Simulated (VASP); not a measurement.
MgO:

```
CELL_PARAMETERS angstrom
0.00000 2.09700 2.09700
2.09700 0.00000 2.09700
2.09700 2.09700 0.00000
ATOMIC_POSITIONS crystal
Mg 0.00000 0.00000 0.00000
O 0.50000 0.50000 0.50000
```

The cell is a database's computed one.

Base run:

```yaml
Program: VASP 6.6.1
Functional: PBE
Potentials_or_basis: VASP PAW PBE potentials, release 64 (Mg, O)
Cutoff: 520 eV
k_mesh: 12 × 12 × 12
Occupations: gaussian, width 0.02 eV
Spin: no spin polarisation
```

Its results: band gap on the k mesh 4.85 eV, direct.

Q: The run is repeated on the same cell with these changes: functional from PBE to PBEsol. What comes out?

A: Band gap on the k mesh 4.76 eV, direct.

Not every run made on this cell is shown here.
